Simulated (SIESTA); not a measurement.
A run of SIESTA 5.4.2 is set up as follows.

Contents of Br.fdf:

```
SystemName                      Br
SystemLabel                     Br
NumberOfSpecies                 1
NumberOfAtoms                   4
%block ChemicalSpeciesLabel
  1  35 Br
%endblock ChemicalSpeciesLabel

LatticeConstant                 1.0 Ang
%block LatticeVectors
     3.3632500000    -2.3225500000     0.0000000000
     3.3632500000     2.3225500000     0.0000000000
     0.0000000000     0.0000000000     8.7023000000
%endblock LatticeVectors
AtomicCoordinatesFormat         Fractional
%block AtomicCoordinatesAndAtomicSpecies
     0.3621020000     0.6445660000     0.3855480000  1  Br
     0.1382910000     0.8654850000     0.8867080000  1  Br
     0.6266160000     0.3541320000     0.6135070000  1  Br
     0.8622700000     0.1297720000     0.1018520000  1  Br
%endblock AtomicCoordinatesAndAtomicSpecies

%block kgrid.MonkhorstPack
    7   0   0  0.0
    0   7   0  0.0
    0   0   3  0.0
%endblock kgrid.MonkhorstPack
XC.Functional                   GGA
XC.Authors                      PBEsol
PAO.BasisSize                   DZP
PAO.EnergyShift                 0.003 Ry
Mesh.Cutoff                     500 Ry
OccupationFunction              FD
ElectronicTemperature           0.05 eV
MaxSCFIterations                120
SCF.MustConverge                false
SCF.Mixer.Method                Pulay
SCF.Mixer.Weight                0.25
SCF.Mixer.History               8
SCF.DM.Tolerance                5.0e-05
SCF.H.Tolerance                 1.0e-03 eV
WriteForces                     true
Charge.Mulliken                 end
```

Potentials or basis: PseudoDojo 0.4 standard (PBEsol files), DZP (energy shift 0.003 Ry).

Command:

```sh
$ siesta Br.fdf > Br.out 2>&1
```

Task: What does it give for the band gap on the k mesh?

Result: 1.57 eV, indirect (least direct gap 1.59 eV).

Task: What does it give for the pressure?

Result: -0.2 GPa.

Task: Predict the largest force.

Result: 1.889 eV/Å.

Stress tensor (GPa, compression positive):
```
-0.86 -0.04 -0.07
-0.04 -0.88  2.06
-0.07  2.06  1.00
```

Caveat: an odd mesh through Γ misses points on the zone boundary, where band edges often lie; the basis of atomic orbitals isn't converged, which shifts pressures, moduli and gaps.
